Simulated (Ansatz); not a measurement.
# BaS (Fm-3m): phonons and vibrational spectra

Task: relax BaS (Fm-3m), then find its harmonic phonons.

Main program and level: Ansatz 0.2.0; DFT LDA, scalar-relativistic, plane waves, PAW; PAW set soft_1.

## (1) The structure

Symmetry: Fm-3m, No. 225, cubic system. Conventional cell: a = 6.388 Å, b = 6.388 Å, c = 6.388 Å, α = 90.00°, β = 90.00°, γ = 90.00°. Ba has 6 S at 3.19 Å nearest. S has 6 Ba at 3.19 Å nearest. Farther neighbours and most contacts between anions are not listed.

## (2) Relaxation

The cell and atoms are relaxed, since residual forces and stress would shift the frequencies.

File input.yaml:

```yaml
crystal:
  lattice:
    - [0.0, 3.19375, 3.19375]
    - [3.19375, 0.0, 3.19375]
    - [3.19375, 3.19375, 0.0]
  atoms:
    - { symbol: Ba, position: [0.0, 0.0, 0.0] }
    - { symbol: S, position: [0.5, 0.5, 0.5] }
kpoints:
  mp_grid: { grid: [8, 8, 8] }
hamiltonian:
  xc: lda
  pseudopotentials: { kind: paw, azcp: { folder: soft_1 }, xc_functional: pbe }
scf:
  occupations: { method: gaussian, width: 0.02 }
output:
  forces: true
  stress: true
  eigenvalues: true
  write_density: true
  write_potential: true
  elf: true
  volumetric_format: npy
relax:
  adjacent_minimum: "off"
  f_tol: 0.005
  max_steps: 80
  cell: { stress_tol: 0.05 }
```

The run is started by

```
> ansatz run input.yaml --threads 4 --pin off --max-ram 10240MiB --backend cpu --events-out ev --progress --plain --runs-dir out
```

Numbers of over 12 decimals in the logs are rounded to 6 here.

Log:

```text
Engine: ansatz 0.2.0, x86_64-unknown-linux-gnu
Pseudopotentials: kind: paw
Pseudopotential: Ba, paw, valence charge 10, recommended cutoff 420 eV (normal), soft_1/Ba.paw.azcp
Pseudopotential: S, paw, valence charge 6, recommended cutoff 420 eV (normal), soft_1/S.paw.azcp
Functional definition: SPW92
  exchange = slater_x
  correlation = pw_c
Crystal: 2 atoms, lattice volume = 65.153 Å³
Basis set: ecut = 420 eV, 1243 PW (Γ)
Bands: 12, of which v1, the nominal top of the filled ones, is band 8 counted from 1 (7 counted from 0)
Symmetry: 48 space group operations
Space group: Fm-3m (ITA 225), of the structure as read, at distance tolerance 4.0e-5 Å
k-points: 29 of 512
Non-local potential: Ba, projectors of the file, l = 0: 3, l = 1: 2, l = 2: 2, l = 3: 2
Non-local potential: S, projectors of the file, l = 0: 2, l = 1: 2, l = 2: 1
PAW form: soft (Blöchl's): semilocal exchange-correlation on the pseudo side does not see the compensation charge
PAW frozen core: Ba, regenerated for the run's functional, and the local potential with it (the file was generated under x = pbe(κ = 0.804, μ = 0.219515), c = pbe(β = 0.066725))
PAW frozen core: S, regenerated for the run's functional, and the local potential with it (the file was generated under x = pbe(κ = 0.804, μ = 0.219515), c = pbe(β = 0.066725))
PAW one-centre angular grid: Ba, 194 points (default); XC on 64 Gauss nodes
PAW one-centre angular grid: S, 110 points (default); XC on 64 Gauss nodes
Initial density: superposition of atomic densities (chi_scale 0.1, normalization cell, long waves kept (reshape's long-wave potential 0.00 eV rms))
Initial wavefunctions: pseudopotential atomic-orbital guess
Functional: x = slater, c = lda
SCF iter   1: F=—  HF=-6653.749314 eV  |F-HF|=—  |Δ(HF+E_count)|=         —  Δρ=2.20e-2  dr2=5.60e-1  ethr=3.10e-3  ⟨swp⟩=10.4  Hψ=3090  notcnv=0
preconditioner: auto → none  [insulator: Δε(μ)=1.691 eV  Ē_g=11.829 eV  σ=0.020 eV  W_gap=1.00  n_scr=14 (ndim 8)  ℏωp=17.2 eV  f_vac=0.000  D(μ)=0.00/eV (n_scr^D=0)  ε∞_Penn≈3.1]
SCF iter   2: F=—  HF=-6653.570946 eV  |F-HF|=—  |Δ(HF+E_count)|=   1.78e-1  Δρ=8.60e-3  dr2=9.90e-2  ethr=3.10e-3  ⟨swp⟩=3.1  Hψ=973  notcnv=0
SCF iter   3: F=—  HF=-6653.554593 eV  |F-HF|=—  |Δ(HF+E_count)|=   1.64e-2  Δρ=4.71e-3  dr2=1.78e-2  ethr=6.19e-4  ⟨swp⟩=2.2  Hψ=548  notcnv=0
SCF iter   4: F=—  HF=-6653.552086 eV  |F-HF|=—  |Δ(HF+E_count)|=   2.51e-3  Δρ=9.27e-4  dr2=6.46e-4  ethr=1.11e-4  ⟨swp⟩=2.9  Hψ=603  notcnv=0
SCF iter   5: F=—  HF=-6653.552151 eV  |F-HF|=—  |Δ(HF+E_count)|=   6.41e-5  Δρ=9.50e-5  dr2=3.32e-6  ethr=4.04e-6  ⟨swp⟩=2.1  Hψ=584  notcnv=0
SCF iter   6: F=—  HF=-6653.552151 eV  |F-HF|=—  |Δ(HF+E_count)|=   4.82e-7  Δρ=1.62e-5  dr2=2.70e-7  ethr=2.08e-8  ⟨swp⟩=2.2  Hψ=573  notcnv=0
SCF iter   7: F=-6653.552151 eV  HF=-6653.552151 eV  |F-HF|=2.03e-9  |Δ(HF+E_count)|=   1.18e-7  Δρ=1.68e-6  dr2=3.02e-9  ethr=6.25e-10  ⟨swp⟩=10.1  Hψ=2775  notcnv=0
SCF 1 converged in 7 iterations: F = -6653.552151 eV  dr2 = 3.02e-9
  greatest PAW one-centre occupation: 0.956 electrons in one spin orbital (limit 2), on the Ba atom at site 0 (counted from 0), in its partial waves of l = 0
relax step   1: F+E_penalty+E_count = -6653.55215086 eV  Δ(F+E_penalty+E_count) = +0.000e0 eV  max|allowed force component| = 4.503e-30 eV/Å  Δτ_max = 0.0000 Å  P = -2.470 GPa  Ω = 65.153 Å³  (7 SCF iters, dr2 threshold 1.00e-7 eV, accepted)
Crystal: 2 atoms, lattice volume = 60.513 Å³
Initial density: handed on by an earlier stage of this run
Initial wavefunctions: those handed on with the density
iter 1 solved again at ethr=1.09e-5 eV; its pass at ethr=3.10e-3 eV (dr2=1.75e-3 eV) is discarded
SCF iter   1: F=—  HF=-6653.577920 eV  |F-HF|=—  |Δ(HF+E_count)|=         —  Δρ=1.25e-3  dr2=1.69e-3  ethr=1.09e-5  ⟨swp⟩=2.0  Hψ=3565  notcnv=0
preconditioner: auto → none  [insulator: Δε(μ)=1.869 eV  Ē_g=11.944 eV  σ=0.020 eV  W_gap=1.00  n_scr=14 (ndim 8)  ℏωp=17.9 eV  f_vac=0.000  D(μ)=0.00/eV (n_scr^D=0)  ε∞_Penn≈3.2]
SCF iter   2: F=—  HF=-6653.577665 eV  |F-HF|=—  |Δ(HF+E_count)|=   2.55e-4  Δρ=6.75e-4  dr2=3.33e-4  ethr=1.05e-5  ⟨swp⟩=3.0  Hψ=652  notcnv=0
SCF iter   3: F=—  HF=-6653.577714 eV  |F-HF|=—  |Δ(HF+E_count)|=   4.91e-5  Δρ=2.89e-4  dr2=9.48e-5  ethr=2.08e-6  ⟨swp⟩=2.0  Hψ=437  notcnv=0
SCF iter   4: F=—  HF=-6653.577689 eV  |F-HF|=—  |Δ(HF+E_count)|=   2.48e-5  Δρ=6.02e-5  dr2=2.58e-6  ethr=5.93e-7  ⟨swp⟩=2.0  Hψ=451  notcnv=0
SCF iter   5: F=-6653.577690 eV  HF=-6653.577690 eV  |F-HF|=2.52e-9  |Δ(HF+E_count)|=   4.67e-7  Δρ=1.03e-5  dr2=5.56e-8  ethr=1.25e-9  ⟨swp⟩=8.8  Hψ=2875  notcnv=0
SCF 2 converged in 5 iterations: F = -6653.577690 eV  dr2 = 5.56e-8
relax step   2: F+E_penalty+E_count = -6653.57768983 eV  Δ(F+E_penalty+E_count) = -2.554e-2 eV  max|allowed force component| = 2.071e-30 eV/Å  Δτ_max = 0.0000 Å  P = +1.000 GPa  Ω = 60.513 Å³  energy of the carried Pulay correction = +7.919e-4 eV  (5 SCF iters, dr2 threshold 2.00e-7 eV, accepted)
Crystal: 2 atoms, lattice volume = 61.780 Å³
iter 1 solved again at ethr=1.22e-6 eV; its pass at ethr=3.10e-3 eV (dr2=1.95e-4 eV) is discarded
SCF iter   1: F=—  HF=-6653.580980 eV  |F-HF|=—  |Δ(HF+E_count)|=         —  Δρ=3.51e-4  dr2=1.34e-4  ethr=1.22e-6  ⟨swp⟩=2.7  Hψ=3248  notcnv=0
preconditioner: auto → none  [insulator: Δε(μ)=1.921 eV  Ē_g=11.898 eV  σ=0.020 eV  W_gap=1.00  n_scr=14 (ndim 8)  ℏωp=17.7 eV  f_vac=0.000  D(μ)=0.00/eV (n_scr^D=0)  ε∞_Penn≈3.2]
SCF iter   2: F=—  HF=-6653.580962 eV  |F-HF|=—  |Δ(HF+E_count)|=   1.74e-5  Δρ=1.84e-4  dr2=2.60e-5  ethr=8.35e-7  ⟨swp⟩=2.0  Hψ=574  notcnv=0
SCF iter   3: F=—  HF=-6653.580967 eV  |F-HF|=—  |Δ(HF+E_count)|=   4.12e-6  Δρ=6.74e-5  dr2=5.32e-6  ethr=1.62e-7  ⟨swp⟩=2.0  Hψ=435  notcnv=0
SCF iter   4: F=—  HF=-6653.580965 eV  |F-HF|=—  |Δ(HF+E_count)|=   1.31e-6  Δρ=1.74e-5  dr2=2.69e-7  ethr=3.33e-8  ⟨swp⟩=2.0  Hψ=455  notcnv=0
SCF iter   5: F=-6653.580965 eV  HF=-6653.580965 eV  |F-HF|=1.47e-9  |Δ(HF+E_count)|=   7.95e-9  Δρ=3.43e-6  dr2=7.86e-9  ethr=1.25e-9  ⟨swp⟩=10.6  Hψ=2737  notcnv=0
SCF 3 converged in 5 iterations: F = -6653.580965 eV  dr2 = 7.86e-9
relax step   3: F+E_penalty+E_count = -6653.58096530 eV  Δ(F+E_penalty+E_count) = -3.275e-3 eV  max|allowed force component| = 2.235e-30 eV/Å  Δτ_max = 0.0000 Å  P = -0.095 GPa  Ω = 61.780 Å³  energy of the carried Pulay correction = +5.698e-4 eV  (5 SCF iters, dr2 threshold 2.00e-7 eV, accepted)
[...]
relax step   4: F+E_penalty+E_count = -6653.58101905 eV  Δ(F+E_penalty+E_count) = -5.376e-5 eV  max|allowed force component| = 1.381e-30 eV/Å  Δτ_max = 0.0000 Å  P = -0.003 GPa  Ω = 61.668 Å³  energy of the carried Pulay correction = +5.892e-4 eV  (4 SCF iters, dr2 threshold 2.25e-8 eV, accepted)
Initial wavefunctions: pseudopotential atomic-orbital guess (no wavefunctions were taken with the density)
iter 1 solved again at ethr=1.16e-6 eV; its pass at ethr=3.10e-3 eV (dr2=1.86e-4 eV) is discarded
SCF iter   1: F=—  HF=-6653.580399 eV  |F-HF|=—  |Δ(HF+E_count)|=         —  Δρ=4.95e-5  dr2=1.49e-7  ethr=1.16e-6  ⟨swp⟩=3.6  Hψ=4103  notcnv=0
eigensolver tolerance schedule: the retry pair's looser diagonalisation over-reported the residual by 1243.38 of it (diagonalisation noise at 0.87 of the residual, at the tolerance the schedule requests for it); recorded, not acted on — ethr = c·dr2/N_el stays at c = 1.0e-1
SCF iter   2: F=—  HF=-6653.580399 eV  |F-HF|=—  |Δ(HF+E_count)|=   7.30e-9  Δρ=2.47e-5  dr2=3.67e-8  ethr=9.32e-10  ⟨swp⟩=2.4  Hψ=570  notcnv=0
SCF iter   3: F=—  HF=-6653.580399 eV  |F-HF|=—  |Δ(HF+E_count)|=   8.15e-8  Δρ=2.64e-6  dr2=8.06e-9  ethr=2.29e-10  ⟨swp⟩=2.0  Hψ=434  notcnv=0
SCF iter   4: F=—  HF=-6653.580399 eV  |F-HF|=—  |Δ(HF+E_count)|=   2.37e-9  Δρ=3.32e-7  dr2=3.11e-11  ethr=5.04e-11  ⟨swp⟩=2.0  Hψ=442  notcnv=0
SCF iter   5: F=-6653.580399 eV  HF=-6653.580399 eV  |F-HF|=1.82e-12  |Δ(HF+E_count)|=  1.91e-11  Δρ=1.18e-7  dr2=3.60e-12  ethr=1.00e-12  ⟨swp⟩=6.2  Hψ=1545  notcnv=0
SCF 5 converged in 5 iterations: F = -6653.580399 eV  dr2 = 3.60e-12
relax step   5: F+E_penalty+E_count = -6653.58039912 eV  Δ(F+E_penalty+E_count) = +6.199e-4 eV  max|allowed force component| = 2.794e-30 eV/Å  Δτ_max = 0.0000 Å  P = +0.001 GPa  Ω = 61.668 Å³  stress off target by 8.32e-4 GPa  SCF on the basis re-selected at this cell (its energy is not comparable with the rows above)  (5 SCF iters)
basis re-selected at this cell: Δ(F+E_penalty+E_count) = +6.199e-4 eV, ΔP = +0.004 GPa vs the last step (what re-selecting the basis moved, of the pressure what is left beyond the Pulay correction that the steps carried, after the strain that the cell walked since its last selection, with what the two solves' SCF thresholds leave and, on support functions, any second-order correction that the steps lacked; it is no measure of the basis error at this ecutwfc). The dense FFT grid was sized anew with the basis: this SCF ran on 30×30×30 points, the steps before it on 32×32×32, so part of this shift can come from that change (see relax.cell in the input reference). [rest of the remark cut]
SCF converged after 5 iterations
Free energy (F): -6653.580399 eV
Harris-Foulkes:  -6653.580399 eV  (|F-HF|=1.82e-12)
Internal energy: -6653.580399 eV  (E = F + TS)
E sigma→0 (E₀):  -6653.580399 eV
Fermi energy:    7.040781 eV
--- Per-component energies (eV) ---
  E_band       = -45.338202
  E_kinetic    = 267.039799
  E_local      = -416.700032  (includes V_loc(G=0)·N_el)
  E_nonlocal   = 131.871062
  E_hartree    = 120.155473
  E_xc         = -286.013735
  E_vxc        = -213.128539  (∫ρ·V_xc dr)
  E_paw        = -5604.410147  (= ΣΔE_a)
  E_vpaw       = -54.731408  (= ΣTr[D̂ρ^β])
  E_aug_tail   = -0.000004  (compensation charges beyond the density's cutoff)
  E_ewald      = -865.958534
  E_core_change = 0.435718  (= ΣΔE_core)
  E_smearing   = -0.000000  (= −TS)
  E_closure    = -0.000000  (closes the sum)
  Σ components = -6653.580399   (vs F -6653.580399, Δ=0.00e0)
--- Forces (eV/Å), atoms counted from 1 ---
  atom   1  Ba     0.00000000    -0.00000000     0.00000000
  atom   2  S      0.00000000    -0.00000000    -0.00000000
  max |Σ_I F_I| component: 5.98e-30 eV/Å
--- Stress (GPa, compression-positive) ---
        0.000832      -0.000000      -0.000000
       -0.000000       0.000832      -0.000000
       -0.000000      -0.000000       0.000832
  P = ⅓ Tr σ = 0.0008 GPa (0.008 kbar)
--- Band table (eV; the first three rows and the last of 29) ---
  k-point 0: bands = [... 4 lower, -4.2567, 6.0832, 6.0832, 6.0832, 9.7506, 9.9016, 9.9016, 9.9016]
  k-point 1: bands = [... 4 lower, -3.7925, 5.6475, 5.8625, 5.8625, 9.8745, 10.1384, 10.1384, 10.3815]
  k-point 2: bands = [... 4 lower, -3.2432, 4.8651, 5.4270, 5.4270, 10.0640, 10.8053, 10.8053, 11.6474]
  k-point 28: bands = [... 4 lower, -3.4276, 4.9102, 5.6828, 5.6828, 10.2578, 10.2578, 12.6337, 13.1119]
--- Relaxed structure (4 steps of the walk, 4 accepted, 1 SCFs on fresh bases) ---
  F+E_penalty+E_count = -6653.58039912 eV   max|allowed force component| = 2.794e-30 eV/Å   (the final SCF, on the basis selected at the relaxed cell)
  cell:  # Å, volume = 61.6683 Å³
    - [0, 3.135769, 3.135769]
    - [3.135769, 0, 3.135769]
    - [3.135769, 3.135769, 0]
  atoms:
    - { symbol: Ba, position: [0, 0, 0] }
    - { symbol: S, position: [0.5, 0.5, 0.5] }
```

Elapsed: 2 s, on 4 threads of AMD EPYC 9R14 (Zen 4), shared host; peak memory 0.42 GiB; 6.1 s of CPU time.

Step by step:

```csv
step,energy less that of the first step (eV),largest force component (eV/Å),pressure (GPa),volume (Å³)
1,0.0000,0.0000,-2.47,65.15
2,-0.0255,0.0000,1.00,60.51
3,-0.0288,0.0000,-0.09,61.78
4,-0.0289,0.0000,0.00,61.67
5*,-0.0282,0.0000,0.00,61.67
```

Relaxation steps marked * repeat the geometry before them on a plane-wave basis chosen anew for their cell, so energy and pressure can jump there.

Forces are held to the 48 operations that the run works with; a distortion that breaks them can't arise in this run.

```csv
"conventional cell, symmetrised",before,after,change
a (Å),6.388,6.272,-1.8 %
b (Å),6.388,6.272,-1.8 %
c (Å),6.388,6.272,-1.8 %
volume (Å³/atom),32.58,30.83,-5.3 %
```

Final coordinates:

```
Ba S
1.0
     0.00000    3.13577    3.13577
     3.13577    0.00000    3.13577
     3.13577    3.13577    0.00000
Ba S
1 1
Direct
  0.00000 0.00000 0.00000
  0.50000 0.50000 0.50000
```

Numbers from this step:

| Item | Value |
| --- | --- |
| pressure | 8.32e-4 GPa |
| gap on the k-mesh | 1.915 eV |
| volume per atom | 30.83 Å³ |
| direct gap on mesh | 1.985 eV |

Valence density in the ac plane of the conventional cell at fractional y = 0.000, with atoms of Ba and S within 0.2 Å of it. It is the smooth field of the valence electrons, not physical close to the nuclei.

Ten even steps from '0' (0.0 e/Å³) to '9' (1.3 e/Å³), each cell a mean:
```
59821258567311597
99510136875200379
54100013432000135
11000001110000001
11000001110000001
32100014542000023
76310159997200257
58521289579411376
27621388459511485
77410279899411368
64200037885100135
21000002321000012
10000000110000001
22000001221000012
86300024653100158
89620147786211499
48821267257311595
```
Columns run along a (6.3 Å), rows up along c (6.3 Å), edges of the conventional cell, whose origin can differ from the input's. Atoms in or near the plane, at fractional coordinates: Ba at (0.00, 0.00), Ba at (0.50, 0.50), S at (0.50, 0.00), S at (0.00, 0.50).

Electrostatic potential energy in the ac plane of the conventional cell at fractional y = 0.000, with atoms of Ba and S within 0.2 Å of it. With pseudopotentials it is smooth inside the atoms' cores, unlike the true potential.

Values in eV, 9 rows by 16 columns, each cell a mean:
```
-47 -37 -12   4   9   7 -10 -28 -29 -21   2   9   7  -4 -27 -45
 -6  -1   4   8  10  10   9   5   4   7  10  10   9   6   1  -5
  7   8  10  10   9   8   5   2   1   4   7   9  10  10   9   8
-22 -11   5   9   7  -1 -19 -36 -39 -28  -7   5   9   8  -3 -20
-28 -31  -2   8   6  -7 -36 -52 -53 -46 -19   2   8   5 -20 -32
-13  -3   7  10   8   2 -11 -25 -28 -18  -3   6   9   9   2 -10
  7   8   9  10  10   9   7   6   5   6   8   9  10  10   9   7
-16  -8   2   7  10  10   7   0  -2   4   9  10   9   4  -4 -14
-52 -43 -16   3   8   6 -16 -31 -29 -27  -1   8   6  -6 -33 -50
```
Columns run along a (6.3 Å; values clipped at the 3rd and 97th percentile), rows up along c (6.3 Å), edges of the conventional cell, whose origin can differ from the input's. Atoms in or near the plane, at fractional coordinates: Ba at (0.00, 0.00), Ba at (0.50, 0.50), S at (0.50, 0.00), S at (0.00, 0.50).

ELF in the ac plane of the conventional cell at fractional y = 0.000, with atoms of Ba and S within 0.2 Å of it. It is the smooth field of the valence electrons, not physical close to the nuclei.

Values, 9 rows by 16 columns, each cell a mean:
```
0.39 0.71 0.77 0.30 0.27 0.74 0.81 0.56 0.47 0.75 0.82 0.48 0.19 0.61 0.79 0.49
0.57 0.50 0.28 0.08 0.14 0.44 0.60 0.65 0.66 0.63 0.53 0.25 0.07 0.18 0.43 0.55
0.48 0.45 0.36 0.18 0.05 0.11 0.27 0.38 0.40 0.33 0.18 0.06 0.09 0.29 0.42 0.48
0.66 0.80 0.79 0.45 0.15 0.52 0.80 0.68 0.60 0.77 0.69 0.25 0.25 0.70 0.83 0.72
0.14 0.61 0.83 0.50 0.22 0.68 0.74 0.20 0.08 0.53 0.81 0.37 0.30 0.76 0.78 0.29
0.77 0.82 0.75 0.40 0.12 0.42 0.73 0.75 0.73 0.78 0.59 0.18 0.22 0.65 0.81 0.79
0.35 0.31 0.23 0.10 0.05 0.11 0.22 0.30 0.32 0.26 0.15 0.07 0.07 0.18 0.28 0.34
0.70 0.65 0.43 0.12 0.18 0.55 0.73 0.77 0.76 0.75 0.66 0.33 0.09 0.28 0.59 0.70
0.21 0.60 0.79 0.35 0.29 0.75 0.80 0.42 0.28 0.66 0.83 0.49 0.20 0.66 0.78 0.33
```
Columns run along a (6.3 Å), rows up along c (6.3 Å), edges of the conventional cell, whose origin can differ from the input's. Atoms in or near the plane, at fractional coordinates: Ba at (0.00, 0.00), Ba at (0.50, 0.50), S at (0.50, 0.00), S at (0.00, 0.50).

In this step the volume went from 32.58 to 30.83 Å³/atom.

## (3) Tight relaxation

Phonons need a cell at rest on their own settings, so the relaxation is repeated with tight tolerances on forces and stress on the k mesh and occupations of the first response run.

input.yaml, the sections that differ from step 2:

```yaml
crystal:
  lattice:
    - [0.0, 3.1357693427, 3.1357693427]
    - [3.1357693427, 0.0, 3.1357693427]
    - [3.1357693427, 3.1357693427, 0.0]
  atoms:
    - { symbol: Ba, position: [0.0, 0.0, 0.0] }
    - { symbol: S, position: [0.5, 0.5, 0.5] }
scf:
  occupations: { method: fixed }
output:
  forces: true
  stress: true
  eigenvalues: true
relax:
  adjacent_minimum: "off"
  f_tol: 0.001
  max_steps: 60
  cell: { stress_tol: 0.01 }
# kpoints, hamiltonian: as in step 2
```

Log:

```text
[...]
Crystal: 2 atoms, lattice volume = 61.668 Å³
Basis set: ecut = 420 eV, 1243 PW (Γ)
Bands: 12, of which v1, the nominal top of the filled ones, is band 8 counted from 1 (7 counted from 0)
Symmetry: 48 space group operations
[...]
k-points: 29 of 512
[...]
k-point 28: bands = [... 4 lower, -3.4276, 4.9102, 5.6828, 5.6828, 10.2578, 10.2578, 12.6337, 13.1119]
--- Relaxed structure (1 steps of the walk, 1 accepted, 1 SCFs on fresh bases) ---
[...]
cell:  # Å, volume = 61.6683 Å³
    - [0.0, 3.1357693427, 3.1357693427]
    - [3.1357693427, 0.0, 3.1357693427]
    - [3.1357693427, 3.1357693427, 0.0]
  atoms:
    - { symbol: Ba, position: [0.0, 0.0, 0.0] }
    - { symbol: S, position: [0.5, 0.5, 0.5] }
[key lines of the parts left out:]
SCF converged after 6 iterations
Free energy (F): -6653.580399 eV
Fermi energy:    6.083156 eV
P = ⅓ Tr σ = 0.0008 GPa (0.008 kbar)
```

Wall time 0.88 s (4 threads); peak memory 0.41 GiB; 2.5 s of CPU time.

Little changed from the start: no atom moved by 0.005 Å and no cell edge by 0.1 %.

This step gave:

```
pressure : 8.33e-4 GPa
```

The forces vanish by symmetry and the pressure is 0.001 GPa, within the tolerances set. The cell now holds 30.83 Å³/atom.

(Part 1 of 2 ends here.)

[Logs are printed without paths, hosts, clocks, repeated set-up lines and the standing remarks that a program may print on its own settings, such as how far it seeks lower states.]

[Hosts, paths, dates, database ids (printed as entryN), source tags and the programs' standing remarks are cut or masked in the printed files.]
